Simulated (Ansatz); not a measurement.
**Slab of wurtzite ZnO (10-10), 2 layers**

The slab is cut from the wurtzite crystal, which needn't be the stable phase, as relaxed on PAW files (12.32 Å³/atom), with 16 Å of vacuum and a dipole correction:

```yaml
crystal:
  lattice:
    - [3.27910, 0.00000, 0.00000]
    - [0.00000, 5.29399, 0.00000]
    - [0.00000, 0.00000, 16.94660]
  atoms:
    - { symbol: Zn, position: [0.75000, 0.06048, 0.47207] }
    - { symbol: O, position: [0.75000, 0.43952, 0.47207] }
    - { symbol: Zn, position: [0.25000, 0.56048, 0.52793] }
    - { symbol: O, position: [0.25000, 0.93952, 0.52793] }
```

Computed with Ansatz 0.2.0; functional PBE, scalar-relativistic. Settings: a Γ-centred 9×6×1 k mesh, Fermi–Dirac smearing of 0.02 eV, no spin polarisation. Methods: LAPW: all electrons, basis error target 1 meV/atom; PAW: frozen-core files, cutoff 420 eV.

The bulk energy comes from a cell in the slab's orientation on a 9×6×6 mesh. The surface energy is (E(slab) − N·E(bulk))/2A at zero smearing, the mean of both faces; thin slabs carry quantum-size effects.

Task: As cut, the LAPW slab lies 2.114 eV above 4 atoms of bulk. What surface energy is that?

Result: Over two faces of 17.36 Å² it is 60.9 meV/Å², and times 16.02 J/m² per eV/Å² that gives γ = 0.975 J/m².

| method | γ as cut (J/m²) | γ relaxed (J/m²) |
| --- | --- | --- |
| LAPW | 0.975 | 0.472 |
| PAW | 0.976 | 0.472 |

Task: How do the spacings between the planes relax?

Result: From the bottom face up: d12 -71.1 % of 0.947 Å. The outer plane rumples by 0.598 Å.

Task: Where do the band edges lie?

Result: On the k mesh: gap 1.80 eV, valence top 5.43 eV below the vacuum level.

Task: What changes if the vacuum is set to 9 Å?

Result: LAPW then gives: gap 1.80 eV, valence top 5.43 eV below the vacuum level; PAW: gap 1.77 eV, valence top 5.41 eV below the vacuum level. The program warns that the vacuum is too thin.
